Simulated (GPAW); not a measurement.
Pb:

```
CELL_PARAMETERS angstrom
0.00000 3.43900 3.43900
3.43900 0.00000 3.43900
3.43900 3.43900 0.00000
ATOMIC_POSITIONS crystal
Pb 0.25000 0.25000 0.25000
Pb 0.00000 0.00000 0.00000
```

This isn't the form of Pb at room conditions, which is fcc.

| Property | Result |
| --- | --- |
| Program | GPAW 26.7.0 |
| Task | relaxation of cell and atoms |
| Functional | PBEsol |
| Dispersion | D3(BJ) |
| Potentials or basis | PAW data sets generated in the run's folder for this functional |
| Cutoff | 600 eV |
| Basis | pw |
| k mesh | 7 × 7 × 7 |
| Occupations | fermi-dirac, width 0.05 eV |
| Spin | no spin polarisation |

At the start: pressure -1.1 GPa; volume 40.67 Å³/atom.

Task: How do energy, volume and symmetry change on relaxing?

Result: Over 3 steps the energy falls by 4.9 meV/atom and the volume is 39.20 Å³/atom (-3.6 %); space group Fd-3m (No. 227, to 0.05 Å).

Step by step:
| step | energy change (eV) | largest force (eV/Å) | pressure (GPa) | volume (Å³) |
| --- | --- | --- | --- | --- |
| 1 | 0.0000 | 0.0000 | -1.09 | 81.34 |
| 2 | -0.0030 | 0.0000 | -0.92 | 80.86 |
| 3 | -0.0099 | 0.0000 | 0.06 | 78.40 |

Final structure:
```
Pb
1.0
     0.00000    3.39704    3.39704
     3.39704    0.00000    3.39704
     3.39704    3.39704    0.00000
Pb
2
Direct
  0.25000 0.25000 0.25000
  0.00000 0.00000 0.00000
```

Caveat: later steps reuse the first step's grids; pairwise dispersion overbinds metals, which lowers pressure and volume.
